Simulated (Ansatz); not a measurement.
# W, one cell by several methods

```yaml
crystal:
  lattice:
    - [0.00000, 2.03000, 2.03000]
    - [2.03000, 0.00000, 2.03000]
    - [2.03000, 2.03000, 0.00000]
  atoms:
    - { symbol: W, position: [0.00000, 0.00000, 0.00000] }
```

The cell comes from COD entry 1534935, which wasn't checked; take it as a given geometry.

Spin–orbit coupling is left out, though it moves levels of the heavy atoms by tenths of an eV or more.

Levels of theory: DFT, PBE, PAW with Ansatz's default frozen-core files, scalar-relativistic (Ansatz 0.2.0); DFT, PBE, all-electron LAPW, scalar-relativistic (Ansatz 0.2.0).

For PAW: a Γ-centred 14×14×14 k mesh, Fermi–Dirac smearing of 0.05 eV, cutoff 420 eV, no spin polarisation. LAPW targets a basis error of 0.25 meV/atom. The Ansatz runs share mesh, smearing and spin set-up. Plane-wave (PAW) pressures include the program's estimate of the Pulay term.

Stress and pressure are positive in compression.

Levels count from the Fermi level.

PAW results:

```
                      quantity     PAW
                pressure (GPa)   -4.67
highest filled level at W (eV)  -1.960
  lowest empty level at W (eV)   1.276
highest filled level at Γ (eV)  -0.525
  lowest empty level at Γ (eV)   2.518
```

**Question.** What does all-electron LAPW give for the same quantities?

**Answer.** 
```json
{"quantity": "pressure (GPa)", "LAPW": "-4.57"}
{"quantity": "highest filled level at W (eV)", "LAPW": "-1.960"}
{"quantity": "lowest empty level at W (eV)", "LAPW": "1.276"}
{"quantity": "highest filled level at Γ (eV)", "LAPW": "-0.525"}
{"quantity": "lowest empty level at Γ (eV)", "LAPW": "2.518"}
```
